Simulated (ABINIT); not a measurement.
The system is Br.

```
Br
1.0
     3.36325   -2.32255    0.00000
     3.36325    2.32255    0.00000
     0.00000    0.00000    8.70230
Br
4
Cartesian
  3.3632 0.6266 3.3948
  3.3632 1.6959 7.7459
  3.3632 -0.6266 5.3075
  3.3632 -1.6959 0.9564
```

Program: ABINIT 10.8.3 (patched build). Alike in all runs: task single point; no spin polarisation; cell as given; k mesh 5 × 5 × 2; smearing fermi-dirac 0.05 eV.

Problem. Order these runs on this cell by their pressure, lowest first.
A. level PBEsol; potentials or basis JTH PAW PBE v2.0; cutoff (eV) 299; fine-grid cutoff 598.65 eV
B. level LDA; potentials or basis PseudoDojo NC SR LDA v0.4.1 standard; cutoff (eV) 490
C. level PBE; potentials or basis PseudoDojo NC SR PBE v0.4.1 standard; cutoff (eV) 626

Solution. B (-1.7 GPa), A (0.1 GPa), C (1.8 GPa).

Caveats: the PAW data sets were made with another functional, which shifts forces and pressure a little (some runs).

Not every run made on this cell is shown here.
